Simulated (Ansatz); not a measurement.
**InP$_{3}$: pressure against volume**

InP$_{3}$, R-3m, a = 7.430 Å, c = 9.838 Å. The structure is a COD entry; whether it is the stable form wasn't checked. Ansatz: PBEsol, PAW, 420 eV, Γ-centred 6×6×6 mesh on 8 atoms, Gaussian smearing 0.10 eV; no spin polarisation. Shape and atoms are relaxed at each volume; pressure is positive in compression.

| V (Å³/atom) | P (GPa) |
| --- | --- |
| 17.246 | ? |
| 17.834 | 6.75 |
| 18.422 | 4.11 |
| 19.010 | 1.87 |
| 19.598 | 0.01 |
| 20.186 | -1.57 |
| 20.774 | -2.86 |
| 21.558 | -4.22 |

Take V0 = 19.598 Å³/atom, count pressures from its P0 = 0.01 GPa, fit the third-order Birch–Murnaghan form to the other rows, and predict the missing pressure.

With the Eulerian strain f = ½[(V0/V)^(2/3) − 1] and y = (P − P0)/[3f(1 + 2f)^(5/2)], the form is the line y = B0 + 1.5 B0 (B0′ − 4) f. Rows (f, y): 0.03245, 59.2; 0.02106, 58.5; 0.01026, 57.4; -0.00976, 56.7; -0.01905, 55.3; -0.03078, 53.7. Means f = 0.0006967, y = 56.800; Σ(Δf)² = 0.003004, ΣΔfΔy = 0.2448; the slope is their ratio. y = 56.74 + 81.48 f GPa, so B0 = 56.7 GPa and B0′ = 4 + 2 × (81.48)/(3 × 56.74) = 4.96. At V = 17.246, f = 0.04448, y = 60.36 and P = 9.98 GPa. The run gave 9.95 GPa, so the fit is 0.03 GPa too high, within twice the rms miss on the fitted rows (0.02 GPa).